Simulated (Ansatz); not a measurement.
# Na3F4: what a guessed cell relaxes into, part 2 of 2

Where does this trial cell of Na3F4 go when cell and atoms are let free?

Ansatz 0.2.0; DFT PBE, scalar-relativistic, plane waves, PAW.

## 5. Final relaxation

The end of the coarse run is made exact in the group found at a tolerance of 0.06 Å and reduced to its primitive cell.

input.yaml

```yaml
crystal:
  lattice:
    - [-2.8266749263, 2.8266749263, 2.8266749263]
    - [2.8266749263, -2.8266749263, 2.8266749263]
    - [2.8266749263, 2.8266749263, -2.8266749263]
  atoms:
    - { symbol: Na, position: [0.0, 0.5, 0.5] }
    - { symbol: Na, position: [0.5, 0.0, 0.5] }
    - { symbol: Na, position: [0.5, 0.5, 0.0] }
    - { symbol: F, position: [0.5, 0.5, 0.5], spin: 0.28 }
    - { symbol: F, position: [0.0, 0.0, 0.5], spin: 0.28 }
    - { symbol: F, position: [0.0, 0.5, 0.0], spin: 0.28 }
    - { symbol: F, position: [0.5, 0.0, 0.0], spin: 0.28 }
basis:
  ecutwfc: 420
kpoints:
  mp_grid: { grid: [10, 10, 10] }
hamiltonian:
  xc: pbe
scf:
  occupations: { method: gaussian, width: 0.1 }
output:
  forces: true
  stress: true
  eigenvalues: true
  populations: true
magnetization:
  spin_polarized: true
relax:
  adjacent_minimum: "off"
  f_tol: 0.01
  max_steps: 80
  cell: { stress_tol: 0.05 }
```

Started as:

```
ansatz run input.yaml --threads 1 --pin off --max-ram 2048MiB --backend cpu --events-out ev --progress --plain --runs-dir out
```

The program printed, shortened:

```text
Warning: RAYON_NUM_THREADS=1 ignored (pool sized by the plan → 1); use --threads N
[...]
Pseudopotentials: kind: paw
Pseudopotential: Na, paw, valence charge 9, recommended cutoff 420 eV (normal), Na.paw.azcp
Pseudopotential: F, paw, valence charge 7, recommended cutoff 420 eV (normal), F.paw.azcp
Functional definition: PBE
[...]
Crystal: 7 atoms, lattice volume = 90.342 Å³
Basis set: ecut = 420 eV, 1745 PW (Γ), exchange–correlation on 72×72×72 points (8 copies of the dense FFT grid, shifted against one another)
Bands: 36, of which v1, the nominal top of the filled ones, is band 28 counted from 1 (27 counted from 0)
Symmetry: 48 space group operations
Space group: Im-3m (ITA 229), of the structure as read, at distance tolerance 4.5e-5 Å
Magnetic group: BNS 229.140 (UNI 1642), of the structure as read, at distance tolerance 4.5e-5 Å
k-points: 47 of 1000
[...]
Starting moments: Σ|m| = 1.12 μB on 4 of 7 sites
[...]
--- Relaxed structure (1 steps of the walk, 1 accepted, 1 SCFs on fresh bases) ---
  F+E_penalty+E_count = -7696.89137262 eV   max|allowed force component| = 1.671e-29 eV/Å   (the final SCF, on the basis selected at the relaxed cell)
  cell:  # Å, volume = 90.3416 Å³
    - [-2.8266749263, 2.8266749263, 2.8266749263]
    - [2.8266749263, -2.8266749263, 2.8266749263]
    - [2.8266749263, 2.8266749263, -2.8266749263]
  atoms:
    - { symbol: Na, position: [0.0, 0.5, 0.5] }
    - { symbol: Na, position: [0.5, 0.0, 0.5] }
    - { symbol: Na, position: [0.5, 0.5, 0.0] }
    - { symbol: F, position: [0.5, 0.5, 0.5] }
    - { symbol: F, position: [0.0, 0.0, 0.5] }
    - { symbol: F, position: [0.0, 0.5, 0.0] }
    - { symbol: F, position: [0.5, 0.0, 0.0] }
--- Löwdin populations: 7 sites ---
  site symbol       q [e]    m [muB]
     0     Na      8.1995    -0.0056
     1     Na      8.1995    -0.0056
     2     Na      8.1995    -0.0056
     3      F      7.5701     0.2571
     4      F      7.5701     0.2571
     5      F      7.5701     0.2571
     6      F      7.5701     0.2571
  spilling = 0.002201 (of n_electrons = 55.000000)
```

Wall time 43 s (1 thread of Arm Neoverse V1, shared host); peak memory 0.49 GiB.

Relaxation path:

| step | energy from step 1 (eV/cell) | largest force component (eV/Å) | pressure (GPa) | volume (Å³) |
| --- | --- | --- | --- | --- |
| 1 | 0.0000 | 0.0000 | -0.01 | 90.34 |
| 2 | 0.0000 | 0.0000 | -0.01 | 90.34 |

Step 1 is the start. Step 2 repeats the geometry before it on a plane-wave basis chosen anew for that cell, so its energy need not be comparable with the rows above.

Lengths and angles in the start's conventional setting:

|  | before | after | change |
| --- | --- | --- | --- |
| a (Å) | 5.653 | 5.653 | 0.0 % |
| b (Å) | 5.653 | 5.653 | 0.0 % |
| c (Å) | 5.653 | 5.653 | 0.0 % |
| volume (Å³/atom) | 12.91 | 12.91 | 0.0 % |
| shortest distance (Å) | 2.448 | 2.448 | 0.0 % |
| space group (0.01 Å) | Im-3m | Im-3m | same |

The run keeps the 48 symmetry operations of the start, so it could not have lowered the symmetry.

Per atom:

```tsv
atom	moment in the atom's sphere (μB)	Löwdin electrons
Na1	0.00	8.20
Na2	0.00	8.20
Na3	0.00	8.20
F4	0.25	7.57
F5	0.25	7.57
F6	0.25	7.57
F7	0.25	7.57
```

## 6. Variant: preconditioner ldos

input.yaml, as its differences from that of step 5:

```diff
@@ -21,13 +21,8 @@
   occupations: { method: gaussian, width: 0.1 }
+  mixing: { preconditioner: ldos }
 output:
   forces: true
+  eigenvalues: true
   stress: true
-  eigenvalues: true
-  populations: true
 magnetization:
   spin_polarized: true
-relax:
-  adjacent_minimum: "off"
-  f_tol: 0.01
-  max_steps: 80
-  cell: { stress_tol: 0.05 }
```

Started as:

```
ansatz run input.yaml --threads 1 --pin off --max-ram 2048MiB --backend cpu --events-out ev --progress --plain --runs-dir out
```

The program printed, shortened:

```text
Warning: RAYON_NUM_THREADS=1 ignored (pool sized by the plan → 1); use --threads N
[...]
Pseudopotentials: kind: paw
Pseudopotential: Na, paw, valence charge 9, recommended cutoff 420 eV (normal), Na.paw.azcp
Pseudopotential: F, paw, valence charge 7, recommended cutoff 420 eV (normal), F.paw.azcp
Functional definition: PBE
[...]
Crystal: 7 atoms, lattice volume = 90.342 Å³
Basis set: ecut = 420 eV, 1745 PW (Γ), exchange–correlation on 72×72×72 points (8 copies of the dense FFT grid, shifted against one another)
Bands: 36, of which v1, the nominal top of the filled ones, is band 28 counted from 1 (27 counted from 0)
Symmetry: 48 space group operations
Space group: Im-3m (ITA 229), of the structure as read, at distance tolerance 4.5e-5 Å
Magnetic group: BNS 229.140 (UNI 1642), of the structure as read, at distance tolerance 4.5e-5 Å
k-points: 47 of 1000
[...]
Starting moments: Σ|m| = 1.12 μB on 4 of 7 sites
[...]
Magnetization: 1.0000 μB (28.0000 up, 27.0000 down)
Absolute magnetization: 1.0502 μB (∫|ρ↑−ρ↓|, with the PAW one-centre terms)
Spin contamination: 0.0015 ħ² per cell (⟨S²⟩ above its minimum at these occupations)
[...]
Free energy (F): -7696.891373 eV
[...]
E sigma→0 (E₀):  -7696.877183 eV
Entropy (-TS):   -0.028379 eV (-4.054 meV/atom)
Fermi energy:    0.520206 eV
[...]
--- Forces (eV/Å), atoms counted from 1 ---
  atom   1  Na     0.00000000    -0.00000000    -0.00000000
  atom   2  Na     0.00000000     0.00000000     0.00000000
  atom   3  Na     0.00000000    -0.00000000    -0.00000000
  atom   4  F      0.00000000    -0.00000000     0.00000000
  atom   5  F      0.00000000     0.00000000    -0.00000000
  atom   6  F      0.00000000    -0.00000000     0.00000000
  atom   7  F      0.00000000    -0.00000000    -0.00000000
[...]
--- Stress (GPa, compression-positive) ---
       -0.014144       0.000000      -0.000000
        0.000000      -0.014144       0.000000
       -0.000000      -0.000000      -0.014144
  P = ⅓ Tr σ = -0.0141 GPa (-0.141 kbar)
--- Band table (eV; the first three rows and the last of 94) ---
[...]
```

It took 22 s on 1 thread of Arm Neoverse V1, shared host; peak memory 0.48 GiB.

```tsv
run	ending	energy change	pressure (GPa)	gap (eV)	abs. moment (μB)	force (eV/Å)	cycles	time
step 5	converged	0	0.0	0.00	1.05	0.00	-	43 s
variant	converged	0.0 meV/atom	0.0	0.00	1.05	0.00	10	22 s
```

The changed mixing doesn't alter the result here (within 0.5 meV/atom).

## 7. Summary of results

This closing draws on all 2 parts. Changes of volume or cell count from the first structure of part 1.

| quantity | value |
| --- | --- |
| symmetry at the end (tolerance 0.05 Å) | space group Im-3m (No. 229) |
| conventional cell | a = 5.653 Å, b = 5.653 Å, c = 5.653 Å, α = 90.00°, β = 90.00°, γ = 90.00° |
| volume | 12.91 Å³/atom |
| energy over the elements (uncorrected; H, N, O, F and Cl as molecules) | -2.18 eV/atom |
| gap on the mesh | none (metal) |
| total moment | 1.00 μB/cell |

What this shows: The space group Im-3m (No. 229) is kept, and the volume per atom shrinks by 22.6 % from the first guess. It lies below the elements, which doesn't yet make it stable: competing phases were not computed in this session. No finished test with a distortion of lower symmetry is shown, so the end may be a saddle point. An odd count of electrons in a cell without spin polarisation forces a partly filled band, so those cells are metals by count; spin or a larger cell could change that. Other magnetic orders were not searched.
